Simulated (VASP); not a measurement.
## Quasiparticle energies of BeTe in VASP

How does the gap of BeTe change from the starting functional to GW? The cell is of the zinc-blende type, one of the forms listed for this formula. The start is a computed cell from the Materials Project.

Method: PBE; plane waves and PAW (Be_GW, Te_GW), in the first sound run; inputs show where later runs differ, in VASP 6.6.1.

**What experiment says.**

For BeTe, zincblende (quoted from earlier experiment), “The band structure of BeTe - a combined experimental and theoretical study” (1997, arxiv:cond-mat/9712266) quotes earlier work: band gap (absolute (indirect, Gamma to X) gap) 2.7 eV [literature value quoted in the theory comparison; sample and temperature not stated].

## Step 1: The structure

It takes space group F-43m (No. 216, cubic). Conventional cell: a = 5.663 Å, b = 5.663 Å, c = 5.663 Å, α = 90.00°, β = 90.00°, γ = 90.00°. Be has 4 Te at 2.45 Å nearest. Nearest to Te lie 4 Be at 2.45 Å. Farther neighbours and most contacts between anions are not listed.

Coordinates:

```
Be Te
1.0
     0.00000    2.83146    2.83146
     2.83146    0.00000    2.83146
     2.83146    2.83146    0.00000
Be Te
1 1
Cartesian
  0.0000 0.0000 0.0000
  4.2472 4.2472 4.2472
```

## Step 2: Ground state

The orbitals come from a self-consistent PBE run with a tight EDIFF and a narrow smearing. KPOINTS_OPT adds the bands along a path, which shows whether the mesh holds the band edges.

Contents of INCAR:

```
SYSTEM = BeTe
PREC = Accurate
ENCUT = 300
EDIFF = 1E-08
NELM = 100
ISMEAR = 0
SIGMA = 0.01
LREAL = .FALSE.
ALGO = Normal
GGA = PE
NBANDS = 10
LORBIT = 11
LWAVE = .TRUE.
LCHARG = .FALSE.
KPAR = 8
```

Contents of POSCAR:

```
BeTe
1.0
    0.0000000000      2.8314587876      2.8314587876
    2.8314587876      0.0000000000      2.8314587876
    2.8314587876      2.8314587876      0.0000000000
Be Te
1 1
Direct
    0.0000000000      0.0000000000      0.0000000000
    0.7500000000      0.7500000000      0.7500000000
```

Contents of KPOINTS:

```
Automatic mesh
0
Gamma
6 6 6
0 0 0
```

Contents of KPOINTS_OPT:

```
Line mode
12
Line-mode
Reciprocal
  0.00000000   0.00000000   0.00000000 GAMMA
  0.50000000   0.00000000   0.50000000 X

  0.50000000   0.00000000   0.50000000 X
  0.50000000   0.25000000   0.75000000 W

  0.50000000   0.25000000   0.75000000 W
  0.37500000   0.37500000   0.75000000 K

  0.37500000   0.37500000   0.75000000 K
  0.00000000   0.00000000   0.00000000 GAMMA

  0.00000000   0.00000000   0.00000000 GAMMA
  0.50000000   0.50000000   0.50000000 L

  0.50000000   0.50000000   0.50000000 L
  0.62500000   0.25000000   0.62500000 U

  0.62500000   0.25000000   0.62500000 U
  0.50000000   0.25000000   0.75000000 W

  0.50000000   0.25000000   0.75000000 W
  0.50000000   0.50000000   0.50000000 L

  0.50000000   0.50000000   0.50000000 L
  0.37500000   0.37500000   0.75000000 K

  0.62500000   0.25000000   0.62500000 U
  0.50000000   0.00000000   0.50000000 X
```

The projector-augmented-wave data sets are Be_GW and Te_GW (PBE family, release 64).

On the command line:

```console
$ mpirun -np 8 vasp_std
```

Log:

```text
[banner, memory and clock lines left out]
running    8 mpi-ranks, on    1 nodes
 distrk:  each k-point on    1 cores,    8 groups
 distr:  one band on    1 cores,    1 groups

 POSCAR found type information on POSCAR BeTe
 POSCAR found :  2 types and       2 ions
|                                                                             |
|           W    W    AA    RRRRR   N    N  II  N    N   GGGG   !!!           |
|           W    W   A  A   R    R  NN   N  II  NN   N  G    G  !!!           |
|           W    W  A    A  R    R  N N  N  II  N N  N  G       !!!           |
|           W WW W  AAAAAA  RRRRR   N  N N  II  N  N N  G  GGG   !            |
|           WW  WW  A    A  R   R   N   NN  II  N   NN  G    G                |
|           W    W  A    A  R    R  N    N  II  N    N   GGGG   !!!           |
|                                                                             |
|     For optimal performance we recommend to set                             |
|       NCORE = 2 up to number-of-cores-per-socket                            |
|     NCORE specifies how many cores store one orbital (NPAR=cpu/NCORE).      |
|     This setting can greatly improve the performance of VASP for DFT.       |
|     The default, NCORE=1 might be grossly inefficient on modern             |
|     multi-core architectures or massively parallel machines. Do your        |
|     Unfortunately you need to use the default for GW and RPA                |
|     calculations (for HF NCORE is supported but not extensively tested      |
|     yet).                                                                   |
|                                                                             |

 LDA part: xc-table for (Slater+PW92), standard interpolation
 POSCAR, INCAR and KPOINTS ok, starting setup
 FFT: planning ... GRIDC
 FFT: planning ... GRID_SOFT
 FFT: planning ... GRID
 WAVECAR not read
 entering main loop
       N       E                     dE             d eps       ncg     rms          rms(c)
DAV:   1     0.132721642879E+02    0.13272E+02   -0.27177E+03   320   0.479E+02
DAV:   2    -0.702456321474E+01   -0.20297E+02   -0.19999E+02   474   0.826E+01
DAV:   3    -0.768317851918E+01   -0.65862E+00   -0.65808E+00   414   0.152E+01
DAV:   4    -0.769259203114E+01   -0.94135E-02   -0.94123E-02   430   0.213E+00
DAV:   5    -0.769279287355E+01   -0.20084E-03   -0.20084E-03   446   0.266E-01    0.197E+00
DAV:   6    -0.759629167873E+01    0.96501E-01   -0.11503E-01   380   0.129E+00    0.112E+00
DAV:   7    -0.756820489309E+01    0.28087E-01   -0.92359E-02   418   0.138E+00    0.235E-01
DAV:   8    -0.756917176602E+01   -0.96687E-03   -0.69658E-03   378   0.485E-01    0.559E-02
DAV:   9    -0.756951859641E+01   -0.34683E-03   -0.46429E-04   382   0.137E-01    0.186E-02
DAV:  10    -0.756954168604E+01   -0.23090E-04   -0.63092E-05   376   0.441E-02    0.456E-03
DAV:  11    -0.756954378703E+01   -0.21010E-05   -0.43770E-06   392   0.141E-02    0.108E-03
DAV:  12    -0.756954402213E+01   -0.23510E-06   -0.35226E-07   384   0.372E-03    0.287E-04
DAV:  13    -0.756954404983E+01   -0.27695E-07   -0.39635E-08   380   0.121E-03    0.133E-04
DAV:  14    -0.756954407491E+01   -0.25089E-07   -0.30247E-09   286   0.316E-04    0.214E-05
DAV:  15    -0.756954407668E+01   -0.17655E-08   -0.34641E-10   218   0.133E-04
   1 F= -.75695441E+01 E0= -.75695441E+01  d E =-.295695E-20
 Start KPOINTS_OPT (optional k-point list driver)
k-point batch [1-16\120]
       N       E                     dE             ncg
DAV:   1     0.381316790384E+03   -0.16357E+04      320
DAV:   2     0.326714095854E+02   -0.34865E+03      526
DAV:   3     0.233341294226E+02   -0.93373E+01      450
DAV:   4     0.231561293038E+02   -0.17800E+00      464
DAV:   5     0.231550415367E+02   -0.10878E-02      454
DAV:   6     0.231550250038E+02   -0.16533E-04      468
DAV:   7     0.231550249163E+02   -0.87521E-07      448
DAV:   8     0.231550249150E+02   -0.13464E-08      378
[...]
k-point batch [113-120\120]
       N       E                     dE             ncg
DAV:   1     0.194016491374E+04   -0.15305E+04      160
DAV:   3     0.178548244285E+04   -0.45176E+01      260
DAV:   4     0.178546325716E+04   -0.19186E-01      210
DAV:   5     0.178546297352E+04   -0.28364E-03      278
DAV:   6     0.178546297253E+04   -0.98606E-06      228
DAV:   7     0.178546297253E+04   -0.23631E-08      246
 writing wavefunctions
```

Wall time 4.2 s (8 MPI ranks of AMD EPYC 9R14 (Zen 4), shared host); peak memory 0.93 GiB; 25 s of CPU time.

Lines that name or quote the potential files are left out of all logs, and their timing lines are given in words.

OUTCAR, selected parts (step 2):

```text
ion  position               nearest neighbor table
   1  0.000  0.000  0.000-   2 2.45   2 2.45   2 2.45   2 2.45
   2  0.750  0.750  0.750-   1 2.45   1 2.45   1 2.45   1 2.45

  LATTYP: Found a face centered cubic cell.
 ALAT       =     5.6629175752

 Subroutine GETGRP returns: Found 24 space group operations
 (whereof 24 operations were pure point group operations)

The static configuration has the point symmetry T_d .

 Found     16 irreducible k-points:

   k-points           NKPTS =     16   k-points in BZ     NKDIM =     16   number of bands    NBANDS=     10

   dimension x,y,z NGX =    24 NGY =   24 NGZ =   24
   dimension x,y,z NGXF=    48 NGYF=   48 NGZF=   48

   ENCUT  =  300.0 eV  22.05 Ry    4.70 a.u.   5.66  5.66  5.66*2*pi/ulx,y,z

   NELECT =       8.0000    total number of electrons

 k-points in reciprocal lattice and weights: Automatic mesh
   0.00000000  0.00000000  0.00000000       0.005
   0.16666667  0.00000000  0.00000000       0.037
   0.33333333  0.00000000  0.00000000       0.037
   0.50000000  0.00000000  0.00000000       0.019
   0.16666667  0.16666667  0.00000000       0.028
   0.33333333  0.16666667  0.00000000       0.111
   0.50000000  0.16666667  0.00000000       0.111
  -0.33333333  0.16666667  0.00000000       0.111
  -0.16666667  0.16666667  0.00000000       0.056
[...]
-0.33333333  0.33333333  0.16666667       0.111
  -0.33333333  0.50000000  0.16666667       0.056

 average (electrostatic) potential at core
       1 -24.7098       2 -89.1926

 E-fermi :   4.7239

 k-point     1 :       0.0000    0.0000    0.0000
  band No.  band energies     occupation
      1      -7.5302      2.00000
      2       4.6624      2.00000
      3       4.6624      2.00000
      4       4.6624      2.00000
      5       8.2902      0.00000
      6       8.2902      0.00000
      7       8.2902      0.00000
      8       8.3605      0.00000
      9      12.9529      0.00000
    ...

 k-point     2 :       0.1667    0.0000    0.0000
  band No.  band energies     occupation
      1      -7.2778      2.00000
      2       2.7008      2.00000
      3       4.2941      2.00000
      4       4.2941      2.00000
      5       8.0977      0.00000
      6       8.8231      0.00000
      7       8.8231      0.00000
      8      10.3502      0.00000
      9      13.5800      0.00000
    ...

 k-point     3 :       0.3333    0.0000    0.0000
  band No.  band energies     occupation
      1      -6.6493      2.00000
      2       0.2848      2.00000
      3       3.7651      2.00000
      4       3.7651      2.00000
      5       7.8077      0.00000
      6       9.2886      0.00000
      7       9.2886      0.00000
      8      12.4086      0.00000
      9      13.9514      0.00000
    ...

  Total        0.0552948      0.0552948      0.0552948      0.0000000      0.0000000     -0.0000000
  in kB        1.9513457      1.9513457      1.9513457      0.0000000      0.0000000     -0.0000000
  external PRESSURE =       1.9513457 kB  Pullay stress =       0.0000000 kB

  energy-cutoff  :      300.00
  volume of cell :       45.40
      direct lattice vectors                 reciprocal lattice vectors
     0.000000000  2.831458788  2.831458788    -0.176587419  0.176587419  0.176587419
     2.831458788  0.000000000  2.831458788     0.176587419 -0.176587419  0.176587419
     2.831458788  2.831458788  0.000000000     0.176587419  0.176587419 -0.176587419

 POSITION                                       TOTAL-FORCE (eV/Angst)
 -----------------------------------------------------------------------------------
      0.00000      0.00000      0.00000        -0.000000     -0.000000     -0.000000
      4.24719      4.24719      4.24719         0.000000      0.000000      0.000000
 -----------------------------------------------------------------------------------
    total drift:                               -0.000000     -0.000000     -0.000000

  FREE ENERGIE OF THE ION-ELECTRON SYSTEM (eV)
  ---------------------------------------------------
  free  energy   TOTEN  =        -7.5695440767 eV

  energy  without entropy=       -7.5695440767  energy(sigma->0) =       -7.56954408

 total charge
# of ion       s       p       d       tot
------------------------------------------
    1        0.364   0.548   0.008   0.919
    2        1.543   2.724   0.063   4.330
--------------------------------------------------
tot          1.907   3.272   0.071   5.249

[... 3 further parts left out ...]
```

Numbers from this step:

```
free energy (TOTEN)               : -7.570 eV
Fermi energy                      : 4.724 eV
pressure                          : 0.1951 GPa
least gap on mesh and path        : 2.012 eV
least direct gap on mesh and path : 3.628 eV
```

The highest empty bands on the path are converged less tightly, to about 0.1 eV. Electronic bands along the path, in eV, zero at the valence-band top; v1 is the highest filled band, c1 the lowest empty one:

```tsv
point	v3	v2	v1	c1	c2	c3	c4
Γ	0.00	0.00	0.00	3.63	3.63	3.63	3.70
0.45 of the way	-2.55	-1.47	-1.47	2.74	4.63	6.06	6.06
X	-5.03	-2.58	-2.58	2.01	2.69	9.63	9.63
0.45 of the way	-4.87	-2.99	-2.84	2.87	3.49	8.44	8.59
W	-4.52	-3.61	-3.13	5.29	5.53	5.58	6.13
0.45 of the way	-4.61	-3.70	-2.71	3.75	5.38	6.69	7.11
K	-4.69	-3.79	-2.18	2.73	5.26	7.85	8.12
0.45 of the way	-3.75	-2.47	-0.79	4.00	4.88	5.44	6.28
Γ	0.00	0.00	0.00	3.63	3.63	3.63	3.70
0.45 of the way	-2.92	-0.58	-0.58	3.32	4.42	4.42	6.63
L	-5.44	-1.11	-1.11	3.03	4.61	4.61	7.83
0.55 of the way	-5.07	-2.80	-1.64	3.35	5.62	5.97	7.51
U	-4.69	-3.79	-2.18	2.73	5.26	7.85	8.12
0.45 of the way	-4.63	-3.72	-2.58	3.46	5.34	6.94	7.35
W	-4.52	-3.61	-3.13	5.29	5.53	5.58	6.13
0.55 of the way	-5.09	-2.65	-1.74	4.09	4.37	6.34	7.86
L	-5.44	-1.11	-1.11	3.03	4.61	4.61	7.83
0.45 of the way	-5.18	-2.43	-1.51	3.48	5.13	5.60	7.86
K	-4.69	-3.79	-2.18	2.73	5.26	7.85	8.12
jump to U	-4.69	-3.79	-2.18	2.73	5.26	7.85	8.12
0.45 of the way	-4.91	-3.14	-2.46	2.37	3.49	8.95	9.02
X	-5.03	-2.58	-2.58	2.01	2.69	9.63	9.63
```

Of the projections kept (Be, Te), the largest for each band there; the rest of the weight can lie on other orbitals:

```tsv
point	v3	v2	v1	c1	c2	c3	c4
Γ	Te 0.90	Te 0.90	Te 0.90	Be 0.61	Be 0.60	Be 0.61	Te 0.59
X	Te 0.66	Te 0.78	Te 0.78	Te 0.59	Te 0.51	Be 0.51	Be 0.51
W	Te 0.62	Te 0.83	Te 0.76	Te 0.95	Be 0.66	Be 0.59	Te 0.64
K	Te 0.64	Te 0.79	Te 0.79	Te 0.55	Te 0.57	Te 0.53	Te 0.51
Γ	Te 0.90	Te 0.90	Te 0.90	Be 0.60	Be 0.61	Be 0.61	Te 0.59
L	Te 0.69	Te 0.82	Te 0.82	Be 0.51	Te 0.55	Te 0.55	Be 0.59
```

The electronic bands as a text plot (rows in eV, shown from -5.4 to 3.7 only):

```
    3.5 |++   +     +      +     +++++     ++          +  ++
    3.1 |  ++  ++  +      +           +++++  +  +       ++  +  +
    2.7 |        +++    ++                    ++             ++ +
    2.4 |    +++                                               +
    2.0 |       +++                                             +
    1.6 |
    1.2 |
    0.8 |
    0.5 |
    0.1 |*                      ***
   -0.3 |**                    *** ***
   -0.7 | **                 **    *  **
   -1.1 |  **               *  **       ***            ***
   -1.4 |                  *        *      **         ** **
   -1.8 |   **            *   **           * **      *     **
   -2.2 |     **        **           *         *    * *   *  **
   -2.6 |       ****   *     *              *   *    *         **
   -3.0 |          ****     *                *   ***       *   *
   -3.3 |    *      *      *  *                     *       *
   -3.7 |     *      ******  *        *       ******         **
   -4.1 |      *            *          *
   -4.5 |       *    **** **                    ****         *
   -4.9 |        ****    *                   ***    *       * ***
   -5.2 |                               *****        *******
         Γ       X    W  K        Γ      L     U  W     L   K|U X
```

The cell has a gap of 2.01 eV on mesh and path. Spin-orbit coupling is left out, which can shift or reorder these edges.

## Step 3: Empty bands, functional PBE

ALGO = Exact makes the empty bands from the converged ground state in one step. LOPTICS writes the k-derivatives of the orbitals (WAVEDER), which give the long-wavelength limit of the screening.

Contents of INCAR:

```
SYSTEM = BeTe
PREC = Accurate
ENCUT = 300
ISMEAR = 0
SIGMA = 0.01
LREAL = .FALSE.
GGA = PE
NBANDS = 296
ALGO = Exact
NELM = 1
LWAVE = .TRUE.
LCHARG = .FALSE.
LOPTICS = .TRUE.
NEDOS = 1000
CSHIFT = 0.1
```

POSCAR is that of step 2.

KPOINTS is that of step 2.

On the command line:

```console
$ mpirun -np 8 vasp_std
```

Log:

```text
[banner, memory and clock lines left out]
running    8 mpi-ranks, on    1 nodes
 distrk:  each k-point on    8 cores,    1 groups
 distr:  one band on    1 cores,    8 groups

 POSCAR found type information on POSCAR BeTe
 POSCAR found :  2 types and       2 ions
 [... a notice as in an earlier step ...]

 LDA part: xc-table for (Slater+PW92), standard interpolation
 found WAVECAR, reading the header
  number of bands has changed, file:    10 present:   296
  trying to continue reading WAVECAR, but it might fail
 POSCAR, INCAR and KPOINTS ok, starting setup
 FFT: planning ... GRIDC
 FFT: planning ... GRID_SOFT
 FFT: planning ... GRID
 reading WAVECAR
 random initialization beyond band           10
 the WAVECAR file was read successfully
 initial charge from wavefunction
 entering main loop
       N       E                     dE             d eps       ncg     rms          rms(c)
DIA:   1    -0.756954407274E+01   -0.75695E+01    0.00000E+00     0   0.000E+00
   1 F= -.75695441E+01 E0= -.75695441E+01  d E =-.592594E-45
 writing wavefunctions
 optical routines
 imaginary and real dielectric function
 recalculating local potential from charge density
 direction            1
 direction            2
 direction            3
```

Elapsed: 4.2 s, on 8 MPI ranks; peak memory 0.79 GiB; 26 s of CPU time.

Parts of OUTCAR (step 3):

```text
The static configuration has the point symmetry T_d .

 Found     16 irreducible k-points:

   k-points           NKPTS =     16   k-points in BZ     NKDIM =     16   number of bands    NBANDS=    296

   NELECT =       8.0000    total number of electrons

 E-fermi :   4.7597

 k-point     2 :       0.1667    0.0000    0.0000
  band No.  band energies     occupation
      1      -7.2778      2.00000
      2       2.7008      2.00000
      3       4.2941      2.00000
      4       4.2941      2.00000
      5       8.0977      0.00000
      6       8.8231      0.00000
      7       8.8231      0.00000
      8      10.3502      0.00000
      9      13.5799      0.00000
    ...

  Total        0.0553507      0.0553507      0.0553507      0.0000000      0.0000000     -0.0000000
  in kB        1.9533188      1.9533188      1.9533188      0.0000000      0.0000000     -0.0000000
  external PRESSURE =       1.9533188 kB  Pullay stress =       0.0000000 kB

 POSITION                                       TOTAL-FORCE (eV/Angst)
 -----------------------------------------------------------------------------------
      0.00000      0.00000      0.00000         0.000000     -0.000000     -0.000000
      4.24719      4.24719      4.24719        -0.000000      0.000000      0.000000
 -----------------------------------------------------------------------------------
    total drift:                               -0.000000     -0.000000     -0.000000

  FREE ENERGIE OF THE ION-ELECTRON SYSTEM (eV)
  ---------------------------------------------------
  free  energy   TOTEN  =        -7.5695440727 eV

  energy  without entropy=       -7.5695440727  energy(sigma->0) =       -7.56954407

 plasma frequency squared (from intraband transitions) (eV^2)
  --------------------------------------------------------------------------------------
       0.000       0.000       0.000
       0.000       0.000       0.000
       0.000       0.000       0.000

[... 13 parts as in an earlier step ...]
```

The gap is read on the k-mesh alone, so it is an upper bound where the band edges lie off the mesh.

This step gave:

* gap on the k-mesh: 2.012 eV
* least direct gap on the k-mesh: 3.628 eV

WAVECAR now holds 296 bands for 8 electrons. Its independent-particle dielectric tensor has xx, yy, zz = 8.4, 8.4, 8.4 on this mesh, which isn't tested for convergence in mesh or bands and lacks local fields.

(Part 1 of 6 ends here.)

[Lines on the potential files, build, host, timing and source positions are cut from VASP's logs without a mark.]

[Logs are printed without paths, hosts, clocks, repeated set-up lines and the standing remarks that a program may print on its own settings, such as how far it seeks lower states.]

[Hosts, paths, dates, database ids (printed as entryN), source tags and the programs' standing remarks are cut or masked in the printed files.]

[Pressures printed for these runs are not shown converged in the cutoff: they can be off by several GPa and have the wrong sign.]
